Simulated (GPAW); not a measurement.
# Na (Im-3m) in GPAW: convergence with k mesh

Aim: find how far k mesh must go before the results for Na settle, at LDA. This setting moves, with any that are tied to it; all else stays.

All numbers are computed with GPAW 26.7.0; they aren't measurements. Logs are shortened: lines on timing, memory, paths and dates and some standing lists are left out, and cuts for length are marked. The log counts tension as positive stress, the text compression.

### 1 The structure

Symmetry: Im-3m, No. 229, cubic system. Conventional cell: a = 4.282 Å, b = 4.282 Å, c = 4.282 Å, α = 90.00°, β = 90.00°, γ = 90.00°. Na (site symmetry m-3m) has 8 Na at 3.71 Å as nearest neighbours.

### 2 With k mesh 2 × 2 × 2

Contents of run.py:

```python
from ase.dft.bandgap import bandgap
from ase.io import read, write
from ase.units import GPa
from gpaw import GPAW, PW

atoms = read('Na.xyz')

calc = GPAW(mode=PW(800),
            xc='LDA',
            kpts={'size': (2, 2, 2), 'gamma': True},
            occupations={'name': 'fermi-dirac', 'width': 0.05},
            nbands=10,
            convergence={'density': 1e-05, 'energy': 1e-05},
            maxiter=100,
            txt='gpaw.txt')
atoms.calc = calc
energy = atoms.get_potential_energy()
forces = atoms.get_forces()
stress = atoms.get_stress()
calc.write('gs.gpw')
write('result.traj', atoms)
print(f'Energy: {energy:.6f} eV')
print('Forces (eV/A):')
print(forces.round(4))
print('Stress (GPa):', (stress / GPa).round(3))
print('Fermi level:', round(calc.get_fermi_level(), 4), 'eV')
print(f'Gap: {bandgap(calc)[0]:.4f} eV, direct: {bandgap(calc, direct=True)[0]:.4f} eV')
```

Contents of Na.xyz:

```xyz
1
Lattice="-2.1410000000 2.1410000000 2.1410000000 2.1410000000 -2.1410000000 2.1410000000 2.1410000000 2.1410000000 -2.1410000000" Properties=species:S:1:pos:R:3 pbc="T T T"
Na     0.0000000000      0.0000000000      0.0000000000
```

Potentials or basis: the program's PAW data sets (release 1.2.1) made for this functional, pw.

Started as:

```
> OMP_NUM_THREADS=1 python run.py
```

gpaw.txt:

```text
__  _  _
 | _ |_)|_||  |
 |__||  | ||/\| - 26.7.0

Input parameters:
  mode=PW(ecut=800.0),
  convergence={'density': 1e-05, 'energy': 1e-05},
  kpts=MonkhorstPack(size=(2, 2, 2), gamma=True),
  maxiter=100,
  nbands=10,
  occupations=Occupations(name='fermi-dirac', width=0.05),
  xc=XC(name='LDA')

Diagonalizing LCAO Hamiltonian
Converting LCAO to pw mode

       Na

Atoms  # Å, Bohr magnetons
|   | symbol |        x |        y |        z |    initial magnetic moments |
|---|--------|----------|----------|----------|-----------------------------|
| 0 |     Na | 0.000000 | 0.000000 | 0.000000 | ( 0.0000,  0.0000,  0.0000) |

Unit cell  # Å
| periodic |         x |         y |         z |  lengths |     angles |
|----------|-----------|-----------|-----------|----------|------------|
|      yes | -2.141000 |  2.141000 |  2.141000 | 3.708321 | 109.471221 |
|      yes |  2.141000 | -2.141000 |  2.141000 | 3.708321 | 109.471221 |
|      yes |  2.141000 |  2.141000 | -2.141000 | 3.708321 | 109.471221 |

Number of symmetries: 48
Symmetry operations  # r_c * U_cc + t_c -> r_c
|    | kind |            matrix            |
|----|------|------------------------------|
|  0 |  σ   |  1, 1, 1,  0, 0,-1,  0,-1, 0 |
|  1 |  C4  |  1, 1, 1,  0, 0,-1, -1, 0, 0 |
|  2 |  C2  |  1, 1, 1,  0,-1, 0,  0, 0,-1 |
|  3 |  S6  |  1, 1, 1,  0,-1, 0, -1, 0, 0 |
|  4 |  S6  |  1, 1, 1, -1, 0, 0,  0, 0,-1 |
|  5 |  C4  |  1, 1, 1, -1, 0, 0,  0,-1, 0 |
|  6 |  E   |  1, 0, 0,  0, 1, 0,  0, 0, 1 |
|  7 |  σ   |  1, 0, 0,  0, 1, 0, -1,-1,-1 |
|  8 |  σ   |  1, 0, 0,  0, 0, 1,  0, 1, 0 |
|  9 |  C3  |  1, 0, 0,  0, 0, 1, -1,-1,-1 |
| 10 |  C3  |  1, 0, 0, -1,-1,-1,  0, 1, 0 |
| 11 |  σ   |  1, 0, 0, -1,-1,-1,  0, 0, 1 |
| 12 |  σ   |  0, 1, 0,  1, 0, 0,  0, 0, 1 |
| 13 |  C2  |  0, 1, 0,  1, 0, 0, -1,-1,-1 |
| 14 |  C3  |  0, 1, 0,  0, 0, 1,  1, 0, 0 |
| 15 |  S4  |  0, 1, 0,  0, 0, 1, -1,-1,-1 |
| 16 |  S4  |  0, 1, 0, -1,-1,-1,  1, 0, 0 |
| 17 |  C3  |  0, 1, 0, -1,-1,-1,  0, 0, 1 |
| 18 |  C3  |  0, 0, 1,  1, 0, 0,  0, 1, 0 |
| 19 |  S4  |  0, 0, 1,  1, 0, 0, -1,-1,-1 |
| 20 |  σ   |  0, 0, 1,  0, 1, 0,  1, 0, 0 |
| 21 |  C3  |  0, 0, 1,  0, 1, 0, -1,-1,-1 |
| 22 |  C2  |  0, 0, 1, -1,-1,-1,  1, 0, 0 |
| 23 |  S4  |  0, 0, 1, -1,-1,-1,  0, 1, 0 |
| 24 |  C4  |  0, 0,-1,  1, 1, 1,  0,-1, 0 |
| 25 |  σ   |  0, 0,-1,  1, 1, 1, -1, 0, 0 |
| 26 |  S6  |  0, 0,-1,  0,-1, 0,  1, 1, 1 |
| 27 |  C2  |  0, 0,-1,  0,-1, 0, -1, 0, 0 |
| 28 |  C4  |  0, 0,-1, -1, 0, 0,  1, 1, 1 |
| 29 |  S6  |  0, 0,-1, -1, 0, 0,  0,-1, 0 |
| 30 |  S6  |  0,-1, 0,  1, 1, 1,  0, 0,-1 |
| 31 |  C4  |  0,-1, 0,  1, 1, 1, -1, 0, 0 |
| 32 |  C4  |  0,-1, 0,  0, 0,-1,  1, 1, 1 |
| 33 |  S6  |  0,-1, 0,  0, 0,-1, -1, 0, 0 |
| 34 |  σ   |  0,-1, 0, -1, 0, 0,  1, 1, 1 |
| 35 |  C2  |  0,-1, 0, -1, 0, 0,  0, 0,-1 |
| 36 |  C2  | -1, 0, 0,  1, 1, 1,  0, 0,-1 |
| 37 |  S6  | -1, 0, 0,  1, 1, 1,  0,-1, 0 |
| 38 |  S6  | -1, 0, 0,  0, 0,-1,  1, 1, 1 |
| 39 |  C2  | -1, 0, 0,  0, 0,-1,  0,-1, 0 |
| 40 |  C2  | -1, 0, 0,  0,-1, 0,  1, 1, 1 |
| 41 |  i   | -1, 0, 0,  0,-1, 0,  0, 0,-1 |
| 42 |  S4  | -1,-1,-1,  1, 0, 0,  0, 1, 0 |
| 43 |  C3  | -1,-1,-1,  1, 0, 0,  0, 0, 1 |
| 44 |  C3  | -1,-1,-1,  0, 1, 0,  1, 0, 0 |
| 45 |  σ   | -1,-1,-1,  0, 1, 0,  0, 0, 1 |
| 46 |  S4  | -1,-1,-1,  0, 0, 1,  1, 0, 0 |
| 47 |  C2  | -1,-1,-1,  0, 0, 1,  0, 1, 0 |

BZ-sampling:
  Number of BZ points: 8
  Number of IBZ points: 3

  Monkhorst-Pack size: [2, 2, 2]
  Monkhorst-Pack shift: [0.25, 0.25, 0.25]

K-points  # in reciprocal-cell coordinates
|   |                                coordinates |     weight |
|---|--------------------------------------------|------------|
| 0 | (  0.00000000,   0.00000000,   0.00000000) | 0.12500000 |
| 1 | (  0.50000000,   0.50000000,   0.00000000) | 0.75000000 |
| 2 | (  0.50000000,   0.50000000,   0.50000000) | 0.12500000 |

Plane wave coefficients: 2038
Cutoff: 800.0 eV

Spin-components: 1 (collinear spins)
Bands:           10
Projectors:      5
Spin-degeneracy: 2
Datatype:        complex128

Parallelization:
  kpt:    1
  domain: 1
  band:   1

Density:
  Valence electrons: 7.0
  Components: 1
  Grid points: [25 25 25]
  Charge: 0.0  # |e|

Potential:
  Grid points: [25 25 25]

species:
  Na:
    name:    Sodium
    Z:       11.0
    valence: 7
    core:    4
    charge:  0.0  # [|e|]
    compensation charges:
      type: gauss
      rc: 0.37  # [Å]
      lmax: 2
    cutoffs:
      filter: 2.17  # [Å]
      core: 2.59  # [Å]
    projectors
    | kind |    occ | energy [eV] | rcut [Å] |
    |------|--------|-------------|----------|
    |   3s |  1.000 |      -2.819 |    1.201 |
    |   2p |  6.000 |     -28.826 |    1.217 |
    |   3p |  0.000 |      -0.774 |    1.217 |
    |    s |        |      24.392 |    1.201 |
    |    d |        |       0.000 |    1.238 |

    Using partial waves for Na as LCAO basis

Reference energy: -4398.708544  # eV

eigensolver:
  PPCG
  Converge bands: occupied
  niter=2

density mixing:
  MSR1-Mixer
  Pratt-step length: 0.05
  Maximum mixing coefficient: 0.75
  Old densities: 10
  SVD Regularization: 0.005
  Good broyden scale: 1.0
  Trust region scale: 1.0
  Backstep threshold: 4.0
  History deletion threshold: 6.0
  Fourier metric: weight=20.0, sigma=0.015

occupation numbers:
  Fermi-Dirac:
    width: 0.0500  # eV

poisson solver:
  ecut: 6400.0  # eV

xc functional:
  name: None

convergence criteria:
- Maximum integral of absolute [dens]ity change: 1e-05 electrons / valence electron
- Maximum [total energy] change in last 3 cyles: 1e-05 eV / valence electron
- Maximum integral of absolute [eigenst]ate change: 4e-08 eV^2 / valence electron
maximum number of iterations: 100

SCF iterations
|iter     | |      energy | eigst |  dens |
|---------|-|-------------|-------|-------|
|iter:   1| |   -0.451607 | -0.89 |       |
|iter:   2| |   -0.451123 | -3.72 | -1.49 |
|iter:   3| |   -0.447940 | -3.77 | -1.51 |
|iter:   4| |   -0.448110 | -4.26 | -2.01 |
|iter:   5| |   -0.448110 | -6.36 | -3.06 |
|iter:   6| |   -0.448110c| -8.00c| -3.96 |
|iter:   7| |   -0.448110c| -7.78c| -4.38 |
|iter:   8| |   -0.448110c| -9.06c| -6.13c|

Converged in 8 steps
Energy contributions relative to reference atoms: (reference = -4398.708544)

Energy contributions:
  Kinetic:           1.308702
  Coulomb:          -0.245674
  Zero:             -0.041199
  External:          0.000000
  Xc:               -1.443728
  Entropy:          -0.052424
  Spinorbit:         0.000000
  ----------------------------
  Free energy:      -0.474322
  Extrapolated:     -0.448110

dipole moment: (-2.014259, -2.014259, -2.014259)  # |e|*Ang

Fermi level: 0.691
Eigenvalues  # (at kpt = [0.000, 0.000, 0.000])
| band index |      eig [eV] | occ [0-2] |
|------------|---------------|-----------|
|          0 |       -25.170 |     2.000 |
|          1 |       -25.170 |     2.000 |
|          2 |       -25.170 |     2.000 |
|          3 |        -3.231 |     2.000 |
|          4 |        11.244 |     0.000 |
|          5 |        11.244 |     0.000 |
|          6 |        11.249 |     0.000 |
|          7 |        12.290 |     0.000 |
|          8 |        12.517 |     0.000 |
|          9 |        12.882 |     0.000 |

No gap
No difference between direct/indirect transitions

Forces  # eV/Ang
|        x |       y |        z |
|----------|---------|----------|
| -0.00000 | 0.00000 | -0.00000 |  # Na   0

Stress tensor  # eV/Ang^3
|         x |         y |         z |
|-----------|-----------|-----------|
| -0.003625 |  0.000000 | -0.000000 |
|  0.000000 | -0.003625 |  0.000000 |
| -0.000000 |  0.000000 | -0.003625 |

# Writing to gs.gpw (mode='')
```

stdout:

```text
Energy: -0.448110 eV
Forces (eV/A):
[[-0.  0. -0.]]
Stress (GPa): [-0.581 -0.581 -0.581  0.    -0.     0.   ]
Fermi level: 0.6909 eV
Gap: 0.0000 eV, direct: 0.0000 eV
```

Wall time 2.1 s (1 thread of Arm Neoverse V1, shared host); peak memory 0.13 GiB.

Results:

```
Free energy            : -0.4743 eV
Pressure               : 0.6 GPa
Band gap on the k mesh : none (metal or under the smearing width)
```

### 3 With k mesh 3 × 3 × 3

Changes to run.py since step 2:

```diff
@@ -9,3 +9,3 @@
             xc='LDA',
-            kpts={'size': (2, 2, 2), 'gamma': True},
+            kpts={'size': (3, 3, 3), 'gamma': True},
             occupations={'name': 'fermi-dirac', 'width': 0.05},
```

Na.xyz is that of step 2.

Potentials or basis: the program's PAW data sets (release 1.2.1) made for this functional, pw.

Started as:

```
> OMP_NUM_THREADS=1 python run.py
```

It took 2.3 s on 1 thread of Arm Neoverse V1, shared host; peak memory 0.13 GiB.

What came out:

```yaml
Free_energy: -1.5921 eV
Pressure: -1.4 GPa
Band_gap_on_the_k_mesh: none (metal or under the smearing width)
```

### 4 With k mesh 4 × 4 × 4

Changes to run.py since step 3:

```diff
@@ -9,3 +9,3 @@
             xc='LDA',
-            kpts={'size': (3, 3, 3), 'gamma': True},
+            kpts={'size': (4, 4, 4), 'gamma': True},
             occupations={'name': 'fermi-dirac', 'width': 0.05},
```

Na.xyz is that of step 3.

Started as:

```
> OMP_NUM_THREADS=1 python run.py
```

Wall time 3.2 s (1 thread of Arm Neoverse V1, shared host); peak memory 0.13 GiB.

What came out:

```
Free energy            : -1.3545 eV
Pressure               : -0.8 GPa
Band gap on the k mesh : none (metal or under the smearing width)
```

### 5 With k mesh 5 × 5 × 5

Changes to run.py since step 4:

```diff
@@ -9,3 +9,3 @@
             xc='LDA',
-            kpts={'size': (4, 4, 4), 'gamma': True},
+            kpts={'size': (5, 5, 5), 'gamma': True},
             occupations={'name': 'fermi-dirac', 'width': 0.05},
```

Na.xyz is that of step 4.

Started as:

```
> OMP_NUM_THREADS=1 python run.py
```

Wall time 3.6 s (1 thread of Arm Neoverse V1, shared host); peak memory 0.14 GiB.

It converged, with:

```
Free energy            : -1.4508 eV
Pressure               : -1.1 GPa
Band gap on the k mesh : none (metal or under the smearing width)
```

### 6 With k mesh 6 × 6 × 6

Changes to run.py since step 5:

```diff
@@ -9,3 +9,3 @@
             xc='LDA',
-            kpts={'size': (5, 5, 5), 'gamma': True},
+            kpts={'size': (6, 6, 6), 'gamma': True},
             occupations={'name': 'fermi-dirac', 'width': 0.05},
```

Na.xyz is that of step 5.

Potentials or basis: the program's PAW data sets (release 1.2.1) made for this functional, pw.

Started as:

```
> OMP_NUM_THREADS=1 python run.py
```

It took 4.8 s on 1 thread of Arm Neoverse V1, shared host; peak memory 0.14 GiB.

It converged, with:

```
Free energy            : -1.4240 eV
Pressure               : -1.0 GPa
Band gap on the k mesh : none (metal or under the smearing width)
```

### 7 With k mesh 7 × 7 × 7

Changes to run.py since step 6:

```diff
@@ -9,3 +9,3 @@
             xc='LDA',
-            kpts={'size': (6, 6, 6), 'gamma': True},
+            kpts={'size': (7, 7, 7), 'gamma': True},
             occupations={'name': 'fermi-dirac', 'width': 0.05},
```

Na.xyz is that of step 6.

Started as:

```
> OMP_NUM_THREADS=1 python run.py
```

It took 5.7 s on 1 thread of Arm Neoverse V1, shared host; peak memory 0.14 GiB.

It converged, with:

```
Free energy            : -1.4541 eV
Pressure               : -1.1 GPa
Band gap on the k mesh : none (metal or under the smearing width)
```

### 8 With k mesh 8 × 8 × 8

Changes to run.py since step 7:

```diff
@@ -9,3 +9,3 @@
             xc='LDA',
-            kpts={'size': (7, 7, 7), 'gamma': True},
+            kpts={'size': (8, 8, 8), 'gamma': True},
             occupations={'name': 'fermi-dirac', 'width': 0.05},
```

Na.xyz is that of step 7.

Started as:

```
> OMP_NUM_THREADS=1 python run.py
```

Wall time 7.5 s (1 thread of Arm Neoverse V1, shared host); peak memory 0.15 GiB.

It converged, with:

```
Free energy            : -1.4439 eV
Pressure               : -1.1 GPa
Band gap on the k mesh : none (metal or under the smearing width)
```

### 9 With k mesh 10 × 10 × 10

Changes to run.py since step 8:

```diff
@@ -9,3 +9,3 @@
             xc='LDA',
-            kpts={'size': (8, 8, 8), 'gamma': True},
+            kpts={'size': (10, 10, 10), 'gamma': True},
             occupations={'name': 'fermi-dirac', 'width': 0.05},
```

Na.xyz is that of step 8.

Potentials or basis: the program's PAW data sets (release 1.2.1) made for this functional, pw.

Started as:

```
> OMP_NUM_THREADS=1 python run.py
```

It took 11 s on 1 thread of Arm Neoverse V1, shared host; peak memory 0.16 GiB.

The run converged. Its results:

| Item | Value |
| --- | --- |
| Free energy | -1.4482 eV |
| Pressure | -1.1 GPa |
| Band gap on the k mesh | none (metal or under the smearing width) |

### 10 With k mesh 12 × 12 × 12

Changes to run.py since step 9:

```diff
@@ -9,3 +9,3 @@
             xc='LDA',
-            kpts={'size': (10, 10, 10), 'gamma': True},
+            kpts={'size': (12, 12, 12), 'gamma': True},
             occupations={'name': 'fermi-dirac', 'width': 0.05},
```

Na.xyz is that of step 9.

Started as:

```
> OMP_NUM_THREADS=1 python run.py
```

It took 16 s on 1 thread of Arm Neoverse V1, shared host; peak memory 0.18 GiB.

The run converged. Its results:

- Free energy: -1.4506 eV
- Pressure: -1.1 GPa
- Band gap on the k mesh: none (metal or under the smearing width)

### 11 Summary

```tsv
k mesh	energy less the tightest run, at zero smearing (meV/atom)	pressure (GPa)	SCF cycles	CPU time (s)	peak memory (GiB)
2 × 2 × 2	999.73	0.58	8	2.1	0.13
3 × 3 × 3	-141.08	-1.44	8	2.3	0.13
4 × 4 × 4	106.28	-0.81	8	3.2	0.13
5 × 5 × 5	2.96	-1.08	8	3.6	0.14
6 × 6 × 6	31.49	-1.01	8	4.8	0.14
7 × 7 × 7	-3.83	-1.10	8	5.7	0.14
8 × 8 × 8	6.96	-1.08	8	7.5	0.15
10 × 10 × 10	2.64	-1.09	8	11	0.16
12 × 12 × 12	0.00	-1.09	8	16	0.18
```

Against the tightest run, the pressure stays within 0.1 GPa from 5 × 5 × 5 on. Not settled before the last step: the energy (to 1 meV/atom). Meshes of other sizes hit other points, so gaps and Fermi surfaces needn't settle smoothly. The tightest run that finished is the yardstick and may itself not be fully converged.
